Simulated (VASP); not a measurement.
A run of VASP 6.6.1:

POSCAR

```
SiGe
1.0
    3.2101506375      0.0000000000      0.0000000000
    0.0000000000      3.2101506375      0.0000000000
    0.0000000000      0.0000000000      3.2101506375
Ge Si
1 1
Direct
    0.0000000000      0.0000000000      0.0000000000
    0.5000000000      0.5000000000      0.5000000000
```

File INCAR.step1:

```
SYSTEM = SiGe
PREC = Accurate
ENCUT = 520
EDIFF = 1E-5
ISMEAR = -1
SIGMA = 0.02
LREAL = .FALSE.
LASPH = .TRUE.
NELM = 100
ALGO = Normal
ISIF = 2
LWAVE = .TRUE.
NBANDS = 16
GGA = PE
```

File INCAR.step2:

```
SYSTEM = SiGe
PREC = Accurate
ENCUT = 520
EDIFF = 1E-6
ISMEAR = -1
SIGMA = 0.02
LREAL = .FALSE.
LASPH = .TRUE.
NELM = 100
ALGO = Normal
ISIF = 2
LWAVE = .FALSE.
LCHARG = .TRUE.
GGA = PE
LHFCALC = .TRUE.
AEXX = 0.05
HFSCREEN = 0.3
PRECFOCK = Normal
LELF = .TRUE.
LVHAR = .TRUE.
NBANDS = 16
ISTART = 1
```

Contents of KPOINTS:

```
regular mesh
0
G
  4 4 4
  0 0 0
```

Potentials or basis: VASP PAW PBE potentials, release 64 (Ge_d, Si).

Launch:

```console
$ cat potpaw_PBE.64/Ge_d/POTCAR potpaw_PBE.64/Si/POTCAR > POTCAR
$ cp INCAR.step1 INCAR
$ mpirun -np 1 vasp_std > vasp.out
$ cp INCAR.step2 INCAR
$ mpirun -np 1 vasp_std > vasp.out
```

Hardware: 1 thread of Intel(R) Xeon(R) 6975P-C (Granite Rapids), on a shared host.

**Question.** How long does it take, and how much memory?

**Answer.** Run time: 96 s on 1 thread of Intel(R) Xeon(R) 6975P-C (Granite Rapids), with other jobs on the host, peak memory 0.25 GiB. Counts: scf iterations 7, k points 10.
